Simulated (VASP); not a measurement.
# ZnS in VASP: one cell, several levels of theory

ZnS in the zincblende structure, under +2.0 % biaxial strain in the (111) plane, free along [111] is computed at one geometry. Runs: PBE, r2SCAN. The results are then set beside those of Ansatz 0.2.0 for the same cell.

Program: VASP 6.6.1. PAW datasets, plane waves. Spin-unpolarised throughout; all numbers are computed.

## 1. The cell

The cell comes from an earlier relaxation with r2SCAN in another program, then strained, with the atoms relaxed again.

The symmetry is R3m (No. 160, trigonal); a = 3.886 Å, c = 9.226 Å in the conventional setting, 20.11 Å³ an atom. Around Zn lie 4 S at 2.34–2.36 Å; around S lie 4 Zn at 2.34–2.36 Å.

The structure in full:

```
CELL_PARAMETERS angstrom
-0.05653 2.69144 2.69144
2.69144 -0.05653 2.69144
2.69144 2.69144 -0.05653
ATOMIC_POSITIONS crystal
Zn 0.99824 0.99824 0.99824
S 0.25176 0.25176 0.25176
```

## 2. PBE at this geometry

The input, INCAR:

```
ENCUT = 520.000000
SIGMA = 0.020000
EDIFF = 1.00e-07
GGA = PE
PREC = Accurate
IBRION = -1
ISIF = 2
ISMEAR = -1
NBANDS = 16
NELM = 120
NSW = 0
LASPH = .TRUE.
LCHARG = .FALSE.
LWAVE = .FALSE.
LREAL = .FALSE.
```

The input, KPOINTS:

```
KPOINTS created by Atomic Simulation Environment
0
Gamma
8 8 8
0 0 0
```

The input, KPOINTS_OPT:

```
special points
6
Reciprocal
0.0000000000 0.0000000000 0.0000000000 1
-0.5000000000 -0.5000000000 0.0000000000 1
-0.3750000000 -0.3750000000 0.2500000000 1
-0.3750000000 0.0000000000 0.3750000000 1
0.0000000000 0.0000000000 0.5000000000 1
-0.5000000000 -0.2500000000 0.2500000000 1
```

The input, POSCAR:

```
Zn S
 1.0000000000000000
    -0.0565262558000000    2.6914412923000000    2.6914412923000000
     2.6914412923000000   -0.0565262558000000    2.6914412923000000
     2.6914412923000000    2.6914412923000000   -0.0565262558000000
 Zn  S
   1   1
Cartesian
 -0.0093943000730111 -0.0093943000730111 -0.0093943000730111
  1.3409833822730111  1.3409833822730111  1.3409833822730113
```

Potentials: the recommended PBE PAW datasets, 18 valence electrons in the neutral cell.

Started as:

```sh
mpirun -np 1 vasp_std
```

Standard output, without the iteration lines:

```text
POSCAR found type information on POSCAR ZnS
 POSCAR found :  2 types and       2 ions
 LDA part: xc-table for (Slater+PW92), standard interpolation
 POSCAR, INCAR and KPOINTS ok, starting setup
 FFT: planning ... GRIDC
 FFT: planning ... GRID_SOFT
 FFT: planning ... GRID
 WAVECAR not read
 entering main loop
 Start KPOINTS_OPT (optional k-point list driver)
k-point batch [1-6\6]
```

OSZICAR:

```text
N       E                     dE             d eps       ncg     rms          rms(c)
DAV:   1     0.879463818113E+02    0.87946E+02   -0.89195E+03  2080   0.134E+03
DAV:   2    -0.156635282315E+01   -0.89513E+02   -0.83714E+02  2408   0.256E+02
DAV:   3    -0.721422938591E+01   -0.56479E+01   -0.56261E+01  2600   0.631E+01
DAV:   4    -0.727286711549E+01   -0.58638E-01   -0.58624E-01  2560   0.665E+00
DAV:   5    -0.727357576403E+01   -0.70865E-03   -0.70864E-03  2640   0.695E-01    0.664E+00
DAV:   6    -0.686493429361E+01    0.40864E+00   -0.73907E-01  3192   0.297E+01    0.521E+00
DAV:   7    -0.684501515397E+01    0.19919E-01   -0.24234E-01  2512   0.441E+00    0.265E+00
DAV:   8    -0.684427764054E+01    0.73751E-03   -0.50400E-03  2664   0.812E-01    0.683E-01
DAV:   9    -0.684453917298E+01   -0.26153E-03   -0.12019E-03  2536   0.279E-01    0.101E-01
DAV:  10    -0.684471260254E+01   -0.17343E-03   -0.23136E-04  2576   0.138E-01    0.513E-02
DAV:  11    -0.684470434908E+01    0.82535E-05   -0.35768E-05  2400   0.842E-02    0.834E-03
DAV:  12    -0.684470516205E+01   -0.81297E-06   -0.40926E-06  2896   0.214E-02    0.467E-03
DAV:  13    -0.684470528707E+01   -0.12503E-06   -0.72536E-07  2672   0.748E-03    0.274E-03
DAV:  14    -0.684470527932E+01    0.77466E-08   -0.74438E-08  2200   0.207E-03
   1 F= -.68447053E+01 E0= -.68447053E+01  d E =-.166862E-11
       N       E                     dE             ncg
DAV:   1     0.182200503065E+04   -0.31130E+04      192
DAV:   2     0.127216851651E+04   -0.54984E+03      224
DAV:   3     0.123685873198E+04   -0.35310E+02      256
DAV:   4     0.123652911705E+04   -0.32961E+00      232
DAV:   5     0.123652559977E+04   -0.35173E-02      248
DAV:   6     0.123652553712E+04   -0.62650E-04      216
DAV:   7     0.123652553580E+04   -0.13241E-05      272
DAV:   8     0.123652553577E+04   -0.25349E-07      160
```

The lines after F= are the extra pass for the points of KPOINTS_OPT, at fixed density; their E is not a total energy.

Parts of OUTCAR:

```text
k-points           NKPTS =     65   k-points in BZ     NKDIM =     65   number of bands    NBANDS=     16

   NELECT =      18.0000    total number of electrons

   dimension x,y,z NGX =    28 NGY =   28 NGZ =   28
   dimension x,y,z NGXF=    56 NGYF=   56 NGZF=   56

  energy-cutoff  :      520.00
  volume of cell :       40.22
      direct lattice vectors                 reciprocal lattice vectors
    -0.056526256  2.691441292  2.691441292    -0.180021675  0.183883641  0.183883641
     2.691441292 -0.056526256  2.691441292     0.183883641 -0.180021675  0.183883641
     2.691441292  2.691441292 -0.056526256     0.183883641  0.183883641 -0.180021675

 k-points in reciprocal lattice and weights: KPOINTS created by Atomic Simulation Env
   0.00000000  0.00000000  0.00000000       0.002
   0.12500000  0.00000000  0.00000000       0.012
   0.25000000  0.00000000  0.00000000       0.012
   0.37500000  0.00000000  0.00000000       0.012
   0.50000000  0.00000000  0.00000000       0.006
   0.12500000  0.12500000  0.00000000       0.012
   0.25000000  0.12500000  0.00000000       0.023
   0.37500000  0.12500000 -0.00000000       0.023
[... 57 more k-points ...]

 E-fermi :   2.4395

 k-point     1 :       0.0000    0.0000    0.0000
  band No.  band energies     occupation
      1     -11.0766      2.00000
      2      -4.3390      2.00000
      3      -4.3390      2.00000
      4      -4.3235      2.00000
      5      -3.8598      2.00000
      6      -3.8598      2.00000
      7       1.8801      2.00000
      8       1.8801      2.00000
      9       2.0246      2.00000
     10       3.9431      0.00000
     11       8.2102      0.00000
     12       8.2102      0.00000
     13       8.6338      0.00000
     14      13.6746      0.00000
     15      13.6746      0.00000
     16      13.6992      0.00000

 k-point     2 :       0.1250    0.0000    0.0000
  band No.  band energies     occupation
      1     -10.9659      2.00000
      2      -4.3354      2.00000
      3      -4.3183      2.00000
      4      -4.3049      2.00000
      5      -3.8620      2.00000
      6      -3.8604      2.00000
      7       0.7854      2.00000
      8       1.7426      2.00000
      9       1.8726      2.00000
     10       4.7807      0.00000
     11       8.1703      0.00000
     12       8.4668      0.00000
     13       8.8191      0.00000
     14      13.0575      0.00000
     15      13.1619      0.00000
     16      14.4968      0.00000

 k-point     3 :       0.2500    0.0000    0.0000
  band No.  band energies     occupation
      1     -10.6773      2.00000
      2      -4.2879      2.00000
      3      -4.2724      2.00000
      4      -4.2604      2.00000
      5      -3.8611      2.00000
      6      -3.8552      2.00000
      7      -0.8981      2.00000
      8       1.4416      2.00000
      9       1.5679      2.00000
     10       5.3851      0.00000
     11       8.7410      0.00000
     12       8.8815      0.00000
     13       9.1524      0.00000
     14      12.7680      0.00000
     15      13.0666      0.00000
     16      14.1460      0.00000

 k-point     4 :       0.3750    0.0000    0.0000
  band No.  band energies     occupation
      1     -10.3510      2.00000
      2      -4.2348      2.00000
      3      -4.2340      2.00000
      4      -4.0692      2.00000
      5      -3.8482      2.00000
      6      -3.8372      2.00000
      7      -2.3767      2.00000
      8       1.1721      2.00000
      9       1.2954      2.00000
     10       5.3448      0.00000
     11       8.9343      0.00000
     12       9.0609      0.00000
     13      10.0784      0.00000
     14      13.7447      0.00000
     15      13.7606      0.00000
     16      14.2156      0.00000

 k-point     5 :       0.5000    0.0000    0.0000
  band No.  band energies     occupation
      1     -10.2017      2.00000
      2      -4.2231      2.00000
      3      -4.2225      2.00000
      4      -3.8384      2.00000
      5      -3.8306      2.00000
      6      -3.6743      2.00000
      7      -3.2494      2.00000
      8       1.0673      2.00000
      9       1.1894      2.00000
     10       5.2764      0.00000
     11       8.8730      0.00000
     12       8.9871      0.00000
     13      10.6962      0.00000
     14      14.0375      0.00000
     15      15.0003      0.00000
     16      15.4061      0.00000

 k-point     6 :       0.1250    0.1250    0.0000
  band No.  band energies     occupation
      1     -10.9260      2.00000
      2      -4.3518      2.00000
      3      -4.3005      2.00000
      4      -4.2912      2.00000
      5      -3.8754      2.00000
      6      -3.8494      2.00000
      7       0.8560      2.00000
      8       1.4727      2.00000
      9       1.6040      2.00000
     10       5.1203      0.00000
     11       7.6345      0.00000
     12       8.8463      0.00000
     13       9.0892      0.00000
     14      12.0154      0.00000
     15      13.8735      0.00000
     16      14.9825      0.00000

 k-point     7 :       0.2500    0.1250    0.0000
  band No.  band energies     occupation
      1     -10.6935      2.00000
      2      -4.3413      2.00000
      3      -4.2515      2.00000
      4      -4.2445      2.00000
      5      -3.8829      2.00000
      6      -3.8392      2.00000
      7      -0.4328      2.00000
      8       1.1793      2.00000
      9       1.2795      2.00000
     10       5.8959      0.00000
     11       7.4534      0.00000
     12       9.2877      0.00000
     13       9.6141      0.00000
     14      11.6227      0.00000
     15      13.8983      0.00000
     16      15.5348      0.00000

 k-point     8 :       0.3750    0.1250   -0.0000
  band No.  band energies     occupation
      1     -10.3744      2.00000
      2      -4.2649      2.00000
      3      -4.2070      2.00000
      4      -4.1460      2.00000
      5      -3.8590      2.00000
      6      -3.8261      2.00000
      7      -1.8881      2.00000
      8       0.8169      2.00000
      9       0.9991      2.00000
     10       6.0329      0.00000
     11       8.1389      0.00000
     12       9.4344      0.00000
     13       9.6948      0.00000
     14      12.7527      0.00000
     15      14.6707      0.00000
     16      14.9812      0.00000

 k-point     9 :       0.5000    0.1250   -0.0000
  band No.  band energies     occupation
      1     -10.1604      2.00000
      2      -4.2243      2.00000
      3      -4.1927      2.00000
      4      -3.9157      2.00000
      5      -3.8287      2.00000
      6      -3.7001      2.00000
      7      -2.9763      2.00000
      8       0.4857      2.00000
      9       0.9486      2.00000
     10       5.9744      0.00000
     11       8.3467      0.00000
     12       9.4716      0.00000
     13      10.4611      0.00000
     14      13.8061      0.00000
     15      15.2006      0.00000
     16      15.3627      0.00000

 k-point    10 :      -0.3750    0.1250   -0.0000
  band No.  band energies     occupation
      1     -10.2146      2.00000
      2      -4.2205      2.00000
      3      -4.2042      2.00000
      4      -3.9476      2.00000
      5      -3.8481      2.00000
      6      -3.8008      2.00000
      7      -2.6661      2.00000
      8       0.3588      2.00000
      9       1.1417      2.00000
     10       6.0282      0.00000
     11       8.5245      0.00000
     12       9.3376      0.00000
     13      10.3246      0.00000
     14      13.6730      0.00000
     15      14.5089      0.00000
     16      15.5016      0.00000

 k-point    11 :      -0.2500    0.1250   -0.0000
  band No.  band energies     occupation
      1     -10.4925      2.00000
      2      -4.2511      2.00000
      3      -4.2360      2.00000
      4      -4.2113      2.00000
      5      -3.8712      2.00000
      6      -3.8354      2.00000
      7      -1.4134      2.00000
      8       0.5307      2.00000
      9       1.4813      2.00000
     10       6.0933      0.00000
     11       8.6590      0.00000
     12       9.0930      0.00000
     13       9.2973      0.00000
     14      12.3372      0.00000
     15      14.1347      0.00000
     16      15.2333      0.00000

 k-point    12 :      -0.1250    0.1250    0.0000
  band No.  band energies     occupation
      1     -10.7976      2.00000
      2      -4.3250      2.00000
      3      -4.2851      2.00000
      4      -4.2731      2.00000
      5      -3.8725      2.00000
      6      -3.8500      2.00000
      7      -0.0667      2.00000
      8       1.0758      2.00000
      9       1.7858      2.00000
     10       5.6012      0.00000
     11       8.0359      0.00000
     12       8.8899      0.00000
     13       9.1118      0.00000
     14      12.2632      0.00000
     15      13.2685      0.00000
     16      15.5369      0.00000

[... the tables of k-points 13 to 65 left out ...]

  Total        0.0855955      0.0855955      0.0855955      0.2417218      0.2417218      0.2417218
  in kB        3.4096359      3.4096359      3.4096359      9.6288201      9.6288201      9.6288201
  external PRESSURE =       3.4096359 kB  Pullay stress =       0.0000000 kB

 POSITION                                       TOTAL-FORCE (eV/Angst)
 -----------------------------------------------------------------------------------
      5.31696      5.31696      5.31696        -0.006109     -0.006109     -0.006109
      1.34098      1.34098      1.34098         0.006109      0.006109      0.006109
 -----------------------------------------------------------------------------------
    total drift:                               -0.000029     -0.000029     -0.000028

  FREE ENERGIE OF THE ION-ELECTRON SYSTEM (eV)
  ---------------------------------------------------
  free  energy   TOTEN  =        -6.8447052793 eV

  energy  without entropy=       -6.8447052793  energy(sigma->0) =       -6.84470528
```

Hardware: 1 MPI rank of Intel Xeon Platinum 8488C, shared host.

The levels at the points of KPOINTS_OPT are read from vasprun.xml.

Levels at the named points, in eV from the top of band v (v: the last filled band by count, c: the next):

```csv
point,v−1,v,c,c+1
Γ,-0.14,0.00,1.92,6.19
X,-2.35,-2.13,3.31,4.02
U,-3.07,-1.93,3.90,6.00
K,-3.15,-1.75,4.20,5.64
L,-0.96,-0.84,3.25,6.85
W,-2.79,-2.69,5.54,5.91
```

The PBE gap is 1.92 eV, direct at Γ. The pressure is 0.34 GPa, and the largest force is 0.011 eV/Å, on atom 1 (Zn).

(Part 1 of 2 ends here.)
